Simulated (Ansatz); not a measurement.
Space group R-3m:H (No. 166). a = 2.456 Å, b = 2.456 Å, c = 10.557 Å, α = 90.00°, β = 90.00°, γ = 120.00°
```tsv
atom	site	symmetry	x	y	z
C	6c	3m	0.0000	0.0000	0.8334
```

Equation of state of this C structure (not necessarily the ground state), with shape and atoms relaxed at each volume where symmetry leaves them free. All numbers below come from DFT r2SCAN, scalar-relativistic, plane waves, PAW in Ansatz.

Plane waves to 500 eV, a k mesh through Γ of 18×18×18 on the computed 2-atom cell and Gaussian smearing (0.02 eV); no spin polarisation.

```csv
V (Å³/atom),E − E(largest V) (meV/atom),P (GPa),gap on mesh (eV)
8.639,1.35,1.99,0.73
8.915,-1.00,0.81,0.62
9.190,-1.64,0.02,0.52
9.466,-1.17,-0.51,0.44
9.742,0.00,-0.81,0.37
```

Question: Fit a third-order Birch–Murnaghan equation to E(V).

Answer: V0 = 9.19 Å³/atom, B0 = 22 GPa, B0' = 13.8. B0' is unusual or poorly fixed by this range.

The cell holds layers, and where no dispersion correction was added their binding is poorly described.